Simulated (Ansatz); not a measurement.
Zone-centre phonons of ZnS at 20 GPa: input and output

The calculation used DFT PBE, scalar-relativistic, plane waves, PAW (Ansatz).

Launched with:
```bash
ansatz run input.yaml --threads 1 --pin off --max-ram 3072MiB --backend cpu --events-out ev --progress --plain --runs-dir out
```

Input (bare energies are in eV):
```yaml
crystal:
  lattice:
    - [0.0, 2.5554521985, 2.5554521985]
    - [2.5554521985, 0.0, 2.5554521985]
    - [2.5554521985, 2.5554521985, 0.0]
  atoms:
    - { symbol: Zn, position: [0.0, 0.0, 0.0] }
    - { symbol: S, position: [0.75, 0.75, 0.75] }
basis:
  ecutwfc: 420
kpoints:
  mp_grid: { grid: [10, 10, 10] }
hamiltonian:
  xc: pbe
scf:
  occupations: { method: fixed }
output:
  eigenvalues: true
phonons:
  method: dfpt
  dielectric: true
  rigid_motions: translations
  eigenvectors: true
```

Results section of the output:
```
--- Phonons (Γ-DFPT): 2 representative perturbations + reference, on 171 of 1000 k-points (Σ response iterations 6) ---
  k mesh reduced under 4 symmetry operations, with k and −k counted as one. Each operation leaves every solved perturbation unchanged. A smaller set is not considered because the run solves the response ...
  ASR residual: 1.841e-5 → 0.000e0 eV/Å²; symmetrization residual: 2.427e-7 eV/Å²
  ASR residual per site (eV/Å²): 1.84e-5 3.69e-6
  Γ frequencies (cm⁻¹): 0.00 0.00 0.00 356.41 356.41 356.41
  ε∞ (high-frequency dielectric tensor):
        5.990920    -0.000000     0.000000
       -0.000000     5.990920     0.000000
        0.000000     0.000000     5.990920
  ε⁰ (static dielectric tensor: ions relaxed, cell fixed):
        7.658183    -0.000000     0.000000
       -0.000000     7.658183     0.000000
        0.000000     0.000000     7.658183
  ε⁰ − ε∞ (ionic part):
        1.667263     0.000000     0.000000
        0.000000     1.667263     0.000000
        0.000000     0.000000     1.667263
  softest optical mode at Γ: 356.41 cm⁻¹; the repairs (sum rule, projections) moved no ω² at Γ by more than (0.30 cm⁻¹)²
  Born effective charges Z* (e; rows j = field, columns β = displacement):
    site 0:
         1.75791    0.00000    0.00000
        -0.00000    1.75791    0.00000
        -0.00000    0.00000    1.75791
    site 1:
        -1.75791   -0.00000   -0.00000
         0.00000   -1.75791   -0.00000
         0.00000   -0.00000   -1.75791
  Z* charge neutrality: 1.865e-4 e pre-enforcement
  solved inside a basis spanned on kpoints, on 10×10×10 k-points, its susceptibility summed on 14×14×14: ε∞ is read to err by 1.5e-2, Z* by 1.3e-2 e (field_mesh: kpoints solves on kpoints); Z* is corrected for ...
  optical modes at Γ without the LO–TO term, one row a degenerate level:
      ω (cm⁻¹) modes IR ((D/Å)²/amu)
        356.41      3             9.9427
  optical modes at Γ + LO–TO along q̂ = [1.0000, 0.0000, 0.0000]:
      ω (cm⁻¹) modes IR ((D/Å)²/amu)
        356.41      2             6.6285
        402.97      1             3.3142
  optical modes at Γ + LO–TO along q̂ = [0.0000, 1.0000, 0.0000]:
      ω (cm⁻¹) modes IR ((D/Å)²/amu)
        356.41      2             6.6285
        402.97      1             3.3142
  optical modes at Γ + LO–TO along q̂ = [0.0000, 0.0000, 1.0000]:
      ω (cm⁻¹) modes IR ((D/Å)²/amu)
        356.41      2             6.6285
        402.97      1             3.3142
```

It took 50 s on 1 thread of Intel(R) Xeon(R) Platinum 8488C (Sapphire Rapids) (shared host), peak memory 0.65 GiB.

The real crystal has changed phase below this pressure.